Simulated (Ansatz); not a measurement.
The calculation used Ansatz, DFT PBE, scalar-relativistic, plane waves, PAW.

Structure of AlAs:

```xyz
2
Lattice="0.0000 2.8638 2.8638 2.8638 0.0000 2.8638 2.8638 2.8638 0.0000" Properties=species:S:1:pos:R:3 pbc="T T T"
Al    0.0000    0.0000    0.0000
As    1.4319    1.4319    1.4319
```

Cutoff 420 eV; k points 8×8×8 on the computed 2-atom cell (Γ-centred); Gaussian smearing, width 0.02 eV; no spin polarisation.

Levels along Γ–X–U | K–Γ–L–W–X, in eV from a zero inside the gap, sorted by energy at each point. Points in fractions of the primitive reciprocal vectors: Γ (0.000 0.000 0.000), X (-0.500 -0.500 0.000), U (-0.375 -0.375 0.250), K (-0.375 0.000 0.375), L (0.000 0.000 0.500), W (-0.500 -0.250 0.250).
```tsv
point	k (1/Å, with 2π)	band 7	band 8	band 9	band 10	band 11	band 12
Γ	0.000	-0.75	-0.75	-0.75	1.03	3.49	3.49
-	0.548	-3.94	-2.04	-2.04	1.83	2.94	5.95
X	1.097	-6.05	-2.84	-2.84	0.75	1.55	9.30
-	1.291	-5.98	-3.35	-2.75	1.09	2.26	8.56
U	1.485	-5.81	-4.01	-2.48	1.51	4.15	7.26
K	1.485	-5.81	-4.01	-2.48	1.51	4.15	7.26
-	2.067	-4.37	-2.67	-1.20	2.81	4.13	4.36
Γ	2.648	-0.75	-0.75	-0.75	1.03	3.49	3.49
-	3.123	-4.07	-1.21	-1.21	1.72	4.11	4.11
L	3.598	-6.16	-1.55	-1.55	1.27	3.91	3.91
-	3.986	-5.87	-3.35	-2.23	2.83	3.47	5.80
W	4.374	-5.74	-3.79	-3.45	3.56	4.71	4.83
-	4.648	-5.91	-3.33	-3.18	1.77	2.61	7.20
X	4.923	-6.05	-2.84	-2.84	0.75	1.55	9.30
```